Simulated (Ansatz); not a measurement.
# CdTe (F-43m) in Ansatz: single point with PBE

Aim: the single point of CdTe with PBE.

All numbers are computed with Ansatz 0.2.0; they aren't measurements. Logs are shortened: lines on timing, memory, paths and dates and some standing lists are left out, and cuts for length are marked.

**What was measured.**

From a printed reference work, data compilation, for a bulk crystal of CdTe at 0 K: band gap 1.607 eV.

How close the calculation comes is told below.

## (1) Starting point

The structure is cubic, space group F-43m (No. 216). The conventional cell has a = 6.410 Å, b = 6.410 Å, c = 6.410 Å, α = 90.00°, β = 90.00°, γ = 90.00°. Te (site symmetry -43m) is surrounded by 4 Cd at 2.78 Å. Around Cd (site symmetry -43m) lie 4 Te at 2.78 Å.

## (2) Single point, PBE

The input, input.yaml:

```yaml
crystal:
  lattice:
    - [0.0, 3.205, 3.205]
    - [3.205, 0.0, 3.205]
    - [3.205, 3.205, 0.0]
  atoms:
    - { symbol: Te, position: [0.75, 0.75, 0.75] }
    - { symbol: Cd, position: [0.0, 0.0, 0.0] }
hamiltonian:
  xc: pbe
  pseudopotentials: { kind: paw }
kpoints:
  mp_grid: { grid: [10, 10, 10] }
scf:
  occupations: { method: fermi_dirac, width: 0.05 }
output:
  forces: true
  stress: true
  eigenvalues: true
  write_density: true
  write_potential: true
  elf: true
  volumetric_format: npy
```

Potentials or basis: Ansatz PAW.

Command:

```
> ansatz run input.yaml --threads 2 --pin off --max-ram 5120MiB --backend cpu --events-out ev --progress --plain --runs-dir out
```

Output:

```text
Warning: RAYON_NUM_THREADS=2 ignored (pool sized by the plan → 2); use --threads N
Engine: ansatz 0.2.0, aarch64-unknown-linux-gnu
Pseudopotentials: kind: paw
Pseudopotential: Te, paw, valence charge 16, recommended cutoff 420 eV (normal), Te.paw.azcp
Pseudopotential: Cd, paw, valence charge 20, recommended cutoff 420 eV (normal), Cd.paw.azcp
Functional definition: PBE
  parameter kappa = 0.804
  parameter beta = 0.06672455060314922
  exchange = pbe_x(kappa = kappa, mu = beta*pi^2/3)
  correlation = pbe_c(beta = beta)
Crystal: 2 atoms, lattice volume = 65.844 Å³
Basis set: ecut = 420 eV, 1243 PW (Γ), exchange–correlation on 64×64×64 points (8 copies of the dense FFT grid, shifted against one another)
Bands: 22, of which v1, the nominal top of the filled ones, is band 18 counted from 1 (17 counted from 0)
Symmetry: 24 space group operations
Space group: F-43m (ITA 216), of the structure as read, at distance tolerance 4.0e-5 Å
k-points: 47 of 1000 (time reversal used)
Non-local potential: Te, projectors of the file, l = 0: 2, l = 1: 2, l = 2: 2, l = 3: 2
Non-local potential: Cd, projectors of the file, l = 0: 3, l = 1: 2, l = 2: 2, l = 3: 1
PAW form: soft (Blöchl's): semilocal exchange-correlation on the pseudo side does not see the compensation charge
PAW one-centre angular grid: Te, 590 points (default); XC on 64 Gauss nodes
PAW one-centre angular grid: Cd, 590 points (default); XC on 64 Gauss nodes
Initial density: superposition of atomic densities (neutral atoms: chi_scale 0, normalization atom), corrected by the library's trained network
Initial wavefunctions: pseudopotential atomic-orbital guess
Functional: x = pbe(κ = 0.804, μ = 0.2195149727645171), c = pbe(β = 0.06672455060314922)
SCF iter   1: F=—  HF=-15235.260089 eV  |F-HF|=—  |Δ(HF+E_count)|=         —  Δρ=1.43e-3  dr2=3.23e-3  ethr=1.77e-3  ⟨swp⟩=6.1  Hψ=4917  notcnv=0
preconditioner: auto → none  [insulator: Δε(μ)=0.855 eV  Ē_g=11.554 eV  σ=0.050 eV  W_gap=1.00  n_scr=14 (ndim 8)  ℏωp=19.4 eV  f_vac=0.179  D(μ)=0.00/eV (n_scr^D=0)  ε∞_Penn≈3.8]
SCF iter   2: F=—  HF=-15235.259389 eV  |F-HF|=—  |Δ(HF+E_count)|=   7.00e-4  Δρ=5.60e-4  dr2=2.14e-4  ethr=8.98e-6  ⟨swp⟩=2.0  Hψ=1968  notcnv=0
SCF iter   3: F=—  HF=-15235.259429 eV  |F-HF|=—  |Δ(HF+E_count)|=   4.02e-5  Δρ=2.18e-4  dr2=3.28e-5  ethr=5.94e-7  ⟨swp⟩=2.6  Hψ=1867  notcnv=0
SCF iter   4: F=—  HF=-15235.259457 eV  |F-HF|=—  |Δ(HF+E_count)|=   2.78e-5  Δρ=7.25e-5  dr2=3.22e-6  ethr=9.10e-8  ⟨swp⟩=2.0  Hψ=1445  notcnv=0
SCF iter   5: F=—  HF=-15235.259466 eV  |F-HF|=—  |Δ(HF+E_count)|=   9.14e-6  Δρ=1.72e-5  dr2=1.30e-7  ethr=8.95e-9  ⟨swp⟩=2.0  Hψ=1458  notcnv=0
SCF iter   6: F=-15235.259466 eV  HF=-15235.259466 eV  |F-HF|=1.62e-9  |Δ(HF+E_count)|=   5.25e-7  Δρ=2.30e-6  dr2=1.97e-9  ethr=2.78e-10  ⟨swp⟩=11.5  Hψ=7262  notcnv=0
SCF 1 converged in 6 iterations: F = -15235.259466 eV  dr2 = 1.97e-9
SCF converged after 6 iterations
Free energy (F): -15235.259466 eV
Harris-Foulkes:  -15235.259466 eV  (|F-HF|=1.62e-9)
Internal energy: -15235.259465 eV  (E = F + TS)
E sigma→0 (E₀):  -15235.259466 eV
Entropy (-TS):   -0.000001 eV (-0.000 meV/atom)
Fermi energy:    8.420923 eV
--- Per-component energies (eV) ---
  E_band       = -776.027405
  E_kinetic    = 686.473152
  E_local      = -5346.821867  (includes V_loc(G=0)·N_el)
  E_nonlocal   = -276.807803
  E_hartree    = 2703.973596
  E_xc         = -301.590779
  E_vxc        = -326.552525  (∫ρ·V_xc dr)
  E_paw        = -8745.740258  (= ΣΔE_a)
  E_vpaw       = -920.267546  (= ΣTr[D̂ρ^β])
  E_aug_tail   = -0.000205  (compensation charges beyond the density's cutoff)
  E_ewald      = -3954.745301
  E_smearing   = -0.000001  (= −TS)
  E_closure    = 0.000000  (closes the sum)
  Σ components = -15235.259466   (vs F -15235.259466, Δ=0.00e0)
--- Forces (eV/Å), atoms counted from 1 ---
  atom   1  Te     0.00000000    -0.00000000    -0.00000000
  atom   2  Cd    -0.00000000     0.00000000     0.00000000
  max |Σ_I F_I| component: 1.32e-16 eV/Å
--- Stress (GPa, compression-positive) ---
        4.237133      -0.000000      -0.000000
        0.000000       4.237133       0.000000
       -0.000000       0.000000       4.237133
  P = ⅓ Tr σ = 4.2371 GPa (42.371 kbar)
--- Band table (eV; the first three rows and the last of 47) ---
  k-point 0: bands = ["-94.2599", "-55.3230", "-55.3230", "-55.3230", "-28.1590", "-28.1590", "-28.1590", "-28.1497", "-28.1497", "-3.4306", "-0.4571", "-0.4571", "-0.4571", "-0.1704", "-0.1704", "7.9378", "7.9378", "7.9378", "8.8113", "12.5344", "12.5344", "12.5344"]
  k-point 1: bands = ["-94.2599", "-55.3230", "-55.3230", "-55.3230", "-28.1591", "-28.1590", "-28.1590", "-28.1497", "-28.1497", "-3.3896", "-0.4491", "-0.4491", "-0.4275", "-0.1712", "-0.1712", "7.0123", "7.8404", "7.8404", "9.5040", "12.4990", "12.6833", "12.6833"]
  k-point 2: bands = ["-94.2599", "-55.3230", "-55.3230", "-55.3230", "-28.1591", "-28.1589", "-28.1589", "-28.1497", "-28.1497", "-3.2817", "-0.4291", "-0.4291", "-0.3290", "-0.1719", "-0.1719", "5.7395", "7.6099", "7.6099", "9.9617", "12.9064", "12.9882", "12.9882"]
  k-point 46: bands = ["-94.2599", "-55.3231", "-55.3231", "-55.3230", "-28.1593", "-28.1588", "-28.1584", "-28.1497", "-28.1493", "-2.8732", "-0.3168", "-0.3159", "-0.2118", "-0.1648", "0.4424", "3.5865", "5.5302", "5.6347", "12.0458", "12.1453", "14.1053", "14.5563"]
```

It took 4.5 s on 2 threads of Arm Neoverse V1, shared host; peak memory 0.39 GiB.

What came out:

- Free energy: -15235.2595 eV
- Pressure: 4.2 GPa
- Band gap on the k mesh: 0.87 eV, direct

Caveat: spin-orbit coupling is left out, which moves the levels of the heavy elements.

## (3) How close it comes

Step 2. Against the measured gap of CdTe, 1.607 eV (0 K; a printed reference work, data compilation), the calculated 0.87 eV is off by -0.73 eV. Spin-orbit coupling on Cd, Te is left out. The value is that of PBE, without temperature or zero-point motion. Semilocal functionals fall short of measured gaps as a rule.
